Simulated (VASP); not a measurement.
Crystal: HfC.

```
CELL_PARAMETERS angstrom
0.00000 2.32500 2.32500
2.32500 0.00000 2.32500
2.32500 2.32500 0.00000
ATOMIC_POSITIONS crystal
Hf 0.50000 0.50000 0.50000
C 0.00000 0.00000 0.00000
```

Base run:

| Quantity | Value |
| --- | --- |
| Program | VASP 6.6.1 |
| Functional | revPBE |
| Potentials or basis | VASP PAW PBE potentials, release 64 (Hf_pv, C) |
| Cutoff | 520 eV |
| k mesh | 10 × 10 × 10 |
| Occupations | fermi-dirac, width 0.05 eV |
| Spin | no spin polarisation |

Its results: pressure 2.5 GPa.

**Question.** After a change of settings the same cell gave: pressure 3.5 GPa. Which change was it?
A. functional from revPBE to RPBE; further incar settings from ALGO = Normal; EDIFF = 1e-06 to ALGO = Fast; EDIFF = 1e-07; NBANDS = 14
B. functional from revPBE to AM05; further incar settings from ALGO = Normal; EDIFF = 1e-06 to ALGO = Normal; EDIFF = 1e-07; NBANDS = 14
C. functional from revPBE to PW91; further incar settings from ALGO = Normal; EDIFF = 1e-06 to ALGO = Normal; EDIFF = 1e-07; NBANDS = 14

**Answer.** A.

Caveats: the PAW data sets were made with another functional, which shifts forces and pressure a little.
